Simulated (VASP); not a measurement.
# In (Im-3m) in VASP: further runs, part 2 of 2

VASP 6.6.1. The steps go on from the part before.

## Step 4: Relaxation of cell and atoms, PW91

Contents of INCAR:

```
SYSTEM = In
PREC     = Accurate       ! precision mode
ENCUT    = 600            ! plane-wave cutoff, eV
EDIFF    = 1E-7           ! SCF threshold, eV
ISMEAR   = -1             ! smearing method
SIGMA    = 0.05           ! smearing width, eV
LREAL    = .False.        ! projectors in reciprocal space
LASPH    = .True.         ! aspherical terms in the spheres
NELM     = 80             ! most SCF steps
ALGO     = Normal         ! electronic algorithm
ISIF     = 3              ! what is computed and relaxed
LWAVE    = .False.        ! write WAVECAR
LCHARG   = .False.        ! write CHGCAR
GGA      = 91             ! functional
IBRION   = 2              ! ionic algorithm
NSW      = 40             ! ionic steps
EDIFFG   = -0.02          ! ionic threshold
```

Contents of KPOINTS:

```
Automatic mesh
0
Gamma
  10 10 10
  0 0 0
```

Contents of POSCAR:

```
In
1.0
   -1.8825252400      1.8825252400      1.8825252400
    1.8825252400     -1.8825252400      1.8825252400
    1.8825252400      1.8825252400     -1.8825252400
In
1
Direct
    0.0000000000      0.0000000000      0.0000000000
```

Potentials or basis: VASP PAW PBE potentials, release 64 (In_d).

On the command line:

```console
cat potpaw_PBE.64/In_d/POTCAR > POTCAR
mpirun -np 1 vasp_std > vasp.out
```

OUTCAR:

```text
SYSTEM = In
   PREC = Accurate
   ENCUT = 600
   EDIFF = 1E-7
   ISMEAR = -1
   LREAL = .False.
   LASPH = .True.
   NELM = 80
   ISIF = 3
   GGA = 91
   IBRION = 2
   NSW = 40
   EDIFFG = -0.02

 ion  position               nearest neighbor table
   1  0.000  0.000  0.000-

  LATTYP: Found a body centered cubic cell.
 ALAT       =     3.7650504800

  Lattice vectors:

 A1 = (  -1.8825252400,   1.8825252400,   1.8825252400)
 A2 = (   1.8825252400,  -1.8825252400,   1.8825252400)
 A3 = (   1.8825252400,   1.8825252400,  -1.8825252400)

Analysis of symmetry for initial positions (statically):
=====================================================================
 Subroutine PRICEL returns:
 Original cell was already a primitive cell.

 Routine SETGRP: Setting up the symmetry group for a
 body centered cubic supercell.

 Subroutine GETGRP returns: Found 48 space group operations
 (whereof 48 operations were pure point group operations)
 out of a pool of 48 trial point group operations.

The static configuration has the point symmetry O_h .

Analysis of symmetry for dynamics (positions and initial velocities):
=====================================================================
 Subroutine PRICEL returns:
[... 165 lines left out ...]
  Total        0.2616522      0.2616522      0.2616522     -0.0000000     -0.0000000     -0.0000000
  in kB       15.7091457     15.7091457     15.7091457     -0.0000000     -0.0000000     -0.0000000
  external PRESSURE =      15.7091457 kB  Pullay stress =       0.0000000 kB
[... 57 lines left out ...]
--------------------------------------- Ionic step        3  -------------------------------------------

 number of electron      13.0000004 magnetization

 Free energy of the ion-electron system (eV)
  ---------------------------------------------------
  ext. energy  EPLUGINS =         0.00000000
  ---------------------------------------------------
  free energy    TOTEN  =        -2.58455563 eV

  energy without entropy =       -2.57957657  energy(sigma->0) =       -2.58206610

 E-fermi :   6.7367     XC(G=0): -10.0018

 val. band max:        6.7341615678   @ k =  -0.3000   0.5000   0.1000
 cond. band min:       6.7567280645   @ k =  -0.4000   0.4000   0.2000
 fundamental gap:      0.0225664967
 Fermi energy:         6.7367296768

 k-point     1 :       0.0000    0.0000    0.0000
  band No.  band energies     occupation
      1      -7.8187      2.00000
      2      -7.8187      2.00000
      3      -7.8187      2.00000
      4      -7.5799      2.00000
      5      -7.5799      2.00000
      6      -2.3208      2.00000
      7      17.2014      0.00000
      8      17.2014      0.00000
      9      17.2014      0.00000
     10      19.6638      0.00000
[... 287 lines left out ...]
 k-point    24 :      -0.3000    0.3000    0.1000
  band No.  band energies     occupation
      1      -7.8420      2.00000
      2      -7.7830      2.00000
      3      -7.6410      2.00000
      4      -7.5928      2.00000
      5      -7.5749      2.00000
      6      -0.0832      2.00000
      7       8.9559      0.00000
      8      12.6604      0.00000
      9      13.8224      0.00000
     10      17.3981      0.00000

 [... further k-points ...]
[... 5 lines left out ...]
  --------------------------------------------------------------------------------------
  -------------------------------------------------------------------------------------
  Total       -0.0012899     -0.0012899     -0.0012899      0.0000000      0.0000000      0.0000000
  in kB       -0.0742762     -0.0742762     -0.0742762      0.0000000      0.0000000      0.0000000
  external PRESSURE =      -0.0742762 kB  Pullay stress =       0.0000000 kB
[... 16 lines left out ...]
  FREE ENERGIE OF THE ION-ELECTRON SYSTEM (eV)
  ---------------------------------------------------
  free  energy   TOTEN  =        -2.5845556266 eV

  energy  without entropy=       -2.5795765680  energy(sigma->0) =       -2.58206610

 reached required accuracy - stopping structural energy minimisation
```

OSZICAR:

```text
N       E                     dE             d eps       ncg     rms          rms(c)
DAV:   1     0.752924656438E+02    0.75292E+02   -0.70258E+03   942   0.179E+03
DAV:   2     0.518759665841E+00   -0.74774E+02   -0.73546E+02   954   0.299E+02
DAV:   3    -0.253759300966E+01   -0.30564E+01   -0.30458E+01  1108   0.678E+01
DAV:   4    -0.261126663874E+01   -0.73674E-01   -0.73650E-01  1208   0.112E+01
[... 24 lines left out ...]
DAV:   4    -0.258456619764E+01    0.11146E-04   -0.16648E-05  1014   0.469E-02    0.329E-02
DAV:   5    -0.258455662075E+01    0.95769E-05   -0.83274E-06  1006   0.176E-02    0.920E-03
DAV:   6    -0.258455530454E+01    0.13162E-05   -0.16738E-06  1054   0.102E-02    0.279E-03
DAV:   7    -0.258455558946E+01   -0.28492E-06   -0.88245E-08   986   0.203E-03    0.353E-04
DAV:   8    -0.258455562665E+01   -0.37180E-07   -0.26462E-09   558   0.562E-04
   3 F= -.25845556E+01 E0= -.25820661E+01  d E =-.539821E-02
```

Wall time 28 s (1 thread of Intel Xeon Platinum 8559C (Emerald Rapids), shared host); peak memory 0.16 GiB.

What came out:

| Item | Value |
| --- | --- |
| Free energy | -2.5846 eV |
| Relaxed volume | 27.82 Å³/atom |
| Relaxed cell | a = 3.306 Å, b = 3.306 Å, c = 3.306 Å, α = 109.47°, β = 109.47°, γ = 109.47° |
| Space group after relaxing (to 0.05 Å) | Im-3m (No. 229) |
| Energy gained by relaxing | 5.4 meV/atom |
| Ionic steps | 3 |
| Pressure after relaxing | 0.0 GPa |
| Band gap on the k mesh | none (metal or under the smearing width) |

The path:
```tsv
step	energy change (eV)	largest force (eV/Å)	pressure (GPa)	volume (Å³)
1	0.0000	0.0000	1.57	26.69
2	-0.0054	0.0000	0.14	27.71
3	-0.0054	0.0000	-0.01	27.82
```

Final structure:
```
CELL_PARAMETERS angstrom
-1.90893 1.90893 1.90893
1.90893 -1.90893 1.90893
1.90893 1.90893 -1.90893
ATOMIC_POSITIONS crystal
In 0.00000 0.00000 0.00000
```

Levels at points of the mesh, in eV from the Fermi level:
```tsv
k point	band 4	band 5	band 6	band 7	band 8	band 9
(0.00, 0.00, 0.00)	-14.32	-14.32	-9.06	10.46	10.46	10.46
(0.50, 0.00, 0.00)	-14.32	-14.17	-3.86	-2.86	5.68	7.17
(0.50, 0.50, 0.50)	-14.21	-14.21	0.64	1.32	1.32	1.32
```

Caveat: the PAW data sets were made with another functional, which shifts forces and pressure a little.

## Step 5: Relaxation of cell and atoms, r2SCAN

INCAR: that of step 4 with these lines changed.

```diff
@@ -13,3 +13,4 @@
 LCHARG   = .False.        ! write CHGCAR
-GGA      = 91             ! functional
+METAGGA  = R2SCAN         ! meta-GGA
+LMIXTAU  = .True.       
 IBRION   = 2              ! ionic algorithm
```

KPOINTS is that of step 4.

POSCAR is that of step 4.

Potentials or basis: VASP PAW PBE potentials, release 64 (In_d).

On the command line:

```console
cat potpaw_PBE.64/In_d/POTCAR > POTCAR
mpirun -np 1 vasp_std > vasp.out
```

OUTCAR:

```text
SYSTEM = In
   PREC = Accurate
   ENCUT = 600
   EDIFF = 1E-7
   ISMEAR = -1
   LREAL = .False.
   LASPH = .True.
   NELM = 80
   ISIF = 3
   METAGGA = R2SCAN
   IBRION = 2
   NSW = 40
   EDIFFG = -0.02

 ion  position               nearest neighbor table
   1  0.000  0.000  0.000-

  LATTYP: Found a body centered cubic cell.
 ALAT       =     3.7650504800

  Lattice vectors:

 A1 = (  -1.8825252400,   1.8825252400,   1.8825252400)
 A2 = (   1.8825252400,  -1.8825252400,   1.8825252400)
[... 487 lines left out ...]
      4      -7.7328      2.00000
      5      -7.7130      2.00000
      6      -0.1741      2.00000
      7       9.6484      0.00000
      8      13.6188      0.00000
      9      14.9451      0.00000
     10      18.7416      0.00000

 [... further k-points ...]
[... 5 lines left out ...]
  --------------------------------------------------------------------------------------
  -------------------------------------------------------------------------------------
  Total       -0.0152826     -0.0152826     -0.0152826     -0.0000000      0.0000000      0.0000000
  in kB       -0.9175437     -0.9175437     -0.9175437     -0.0000000      0.0000000      0.0000000
  external PRESSURE =      -0.9175437 kB  Pullay stress =       0.0000000 kB

 VOLUME and BASIS-vectors are now :
 -----------------------------------------------------------------------------
  energy-cutoff  :      600.00
  volume of cell :       26.69
      direct lattice vectors                 reciprocal lattice vectors
    -1.882525240  1.882525240  1.882525240     0.000000000  0.265600689  0.265600689
     1.882525240 -1.882525240  1.882525240     0.265600689  0.000000000  0.265600689
     1.882525240  1.882525240 -1.882525240     0.265600689  0.265600689  0.000000000

 POSITION                                       TOTAL-FORCE (eV/Angst)
 -----------------------------------------------------------------------------------
      0.00000      0.00000      0.00000        -0.000000      0.000000     -0.000000
 -----------------------------------------------------------------------------------
    total drift:                               -0.000000     -0.000000      0.000000

  FREE ENERGIE OF THE ION-ELECTRON SYSTEM (eV)
  ---------------------------------------------------
  free  energy   TOTEN  =       -22.5589609078 eV

  energy  without entropy=      -22.5536692944  energy(sigma->0) =      -22.55631510

 reached required accuracy - stopping structural energy minimisation
```

OSZICAR:

```text
N       E                     dE             d eps       ncg     rms          rms(c)
DAV:   1     0.553394360541E+02    0.55339E+02   -0.71700E+03   942   0.184E+03
DAV:   2    -0.217123955841E+02   -0.77052E+02   -0.75785E+02   954   0.307E+02
DAV:   3    -0.249799924163E+02   -0.32676E+01   -0.32557E+01  1108   0.708E+01
DAV:   4    -0.250636459431E+02   -0.83654E-01   -0.83624E-01  1216   0.120E+01
[... 11 lines left out ...]
DAV:  16    -0.225589315850E+02    0.21673E-04   -0.20526E-05  1040   0.407E-02    0.166E-02
DAV:  17    -0.225589575579E+02   -0.25973E-04   -0.21653E-05   998   0.402E-02    0.160E-02
DAV:  18    -0.225589559496E+02    0.16084E-05   -0.22484E-05   990   0.571E-02    0.427E-03
DAV:  19    -0.225589609203E+02   -0.49707E-05   -0.49495E-06   986   0.244E-02    0.740E-03
DAV:  20    -0.225589609078E+02    0.12505E-07   -0.72023E-08   754   0.237E-03
   1 F= -.22558961E+02 E0= -.22556315E+02  d E =-.225590E+02
```

Run time: 57 s. Hardware: 1 thread of Intel Xeon Platinum 8559C (Emerald Rapids), shared host; peak memory 0.16 GiB.

Results:

- Free energy: -22.5590 eV
- Pressure after relaxing: -0.1 GPa
- Band gap on the k mesh: none (metal or under the smearing width)

Final structure:
```
In
1.0
    -1.88253    1.88253    1.88253
     1.88253   -1.88253    1.88253
     1.88253    1.88253   -1.88253
In
1
Direct
  0.00000 0.00000 0.00000
```

Caveat: the relaxation stopped at its first step, so nothing moved; the PAW data sets were made with another functional, which shifts forces and pressure a little.

## Step 6: For comparison

An earlier run on the cell as given: functional PBEsol; potentials or basis VASP PAW PBE potentials, release 64 (In_d); cutoff 520 eV; k mesh 10 × 10 × 10; occupations fermi-dirac, width 0.05 eV; no spin polarisation.

- Pressure: -1.4 GPa
- Band gap on the k mesh: none (metal or under the smearing width)

## Step 7: Overview

```csv
task,level,cell,cutoff (eV),ladder,gap on the mesh (eV),pressure (GPa),relaxed volume (Å³/atom)
relaxation of cell and atoms,BLYP,relaxed,600,-,none,0.0,31.40
relaxation of cell and atoms,AM05,relaxed,600,-,none,-0.1,25.92
relaxation of cell and atoms,PW91,relaxed,600,-,none,0.0,27.82
relaxation of cell and atoms,r2SCAN,relaxed,600,-,none,-0.1,-
single point,PBEsol,as given,520,free,none,-1.4,-
```

Alike in all rows: potentials or basis VASP PAW PBE potentials, release 64 (In_d); no spin polarisation; k mesh 10 × 10 × 10; smearing fermi-dirac 0.05 eV.

Caveats: the PAW data sets were made with another functional, which shifts forces and pressure a little; the volume moved by over 15 % at a fixed basis, so the end points are rough (some runs); the relaxation stopped at its first step, so nothing moved (some runs).

Total energies depend on the potentials used, so only differences within one code and one set of settings carry meaning.
